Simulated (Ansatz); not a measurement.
Generalised stacking fault in Rb

Theory: DFT PBE, scalar-relativistic, plane waves, PAW in Ansatz. Cutoff 420 eV, Γ-centred 6×10×3 k-points, Gaussian smearing of 0.15 eV. No spin polarisation. Energies are free energies at this smearing, counted from the undisturbed cell; pressure is positive in compression.

Zero of the scan (relaxed at this level; this form isn't the usual structure):

```
CELL_PARAMETERS angstrom
2.43831 -8.84197 0.00000
4.87661 0.00000 0.00000
0.00000 0.00000 17.76158
ATOMIC_POSITIONS crystal
Rb 0.73852 0.63074 0.37500
Rb 0.73852 0.13074 0.87500
Rb 0.76148 0.36926 0.12500
Rb 0.76148 0.86926 0.62500
Rb 0.26148 0.36926 0.37500
Rb 0.26148 0.86926 0.87500
Rb 0.23852 0.63074 0.12500
Rb 0.23852 0.13074 0.62500
```

The cut lies on the cell's a–b face, a (0 0 1) plane (indices in the standard cell, whose axes needn't be the Cartesian ones shown) of area 43.12 Å², between layers 4.44 Å apart. Vector c is tilted by f times 1·a + 0·b (length 9.172 Å) with the atoms' Cartesian places fixed: one unrelaxed fault a cell. The cell is metallic on the mesh throughout.

```
     f  γ (mJ/m²) shear traction, the slope of γ along the slip (GPa)
0.0000          0                                                  0.0
0.1000         -7                                                 -0.1
0.2000        -20                                                 -0.1
0.3000        -25                                                  0.0
0.4000        -20                                                  0.1
0.5000        -16                                                  0.0
```

By symmetry 0.6000 repeats 0.4000, 0.8000 repeats 0.2000, 0.7000 repeats 0.3000, 0.9000 repeats 0.1000 in energy, with the opposite slope along the path. All sampled points lie below the start, which is a maximum or a slope along this line.

Cost: 6 runs of about 15 core-minutes in all, on Arm Neoverse V2 (shared hosts).